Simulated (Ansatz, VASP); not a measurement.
## One calculation of Os, two programs

```xyz
1
Lattice="0.0000 1.9256 1.9450 1.9256 0.0000 1.9450 1.9256 1.9256 0.0000" Properties=species:S:1:pos:R:3 pbc="T T T"
Os    0.0000    0.0000    0.0000
```

Change from the starting cell: equal xx and yy strain of -1 %.

Alike in both runs: task single point; functional PBEsol; k mesh 14 × 14 × 14; occupations fermi-dirac, width 0.05 eV; no spin polarisation.

|  | VASP | Ansatz |
| --- | --- | --- |
| version | VASP 6.6.1 | Ansatz 0.2.0 |
| potentials or method | VASP PAW PBE potentials, release 64 (Os), cutoff 520 eV | all-electron LAPW, scalar-relativistic |

Ansatz gave:

- pressure (GPa): -13.0
- largest component of the traceless stress (GPa): 1.84

Which values does VASP return?

Pressure (GPa): -12.9; largest component of the traceless stress (GPa): 1.83.

Ansatz ran all-electron here, so the differences hold the error of VASP's frozen core and of both bases.

Caveats: the PAW data sets were made with another functional, which shifts forces and pressure a little (VASP). The runs have no spin-orbit coupling, so splittings on Os are missing.
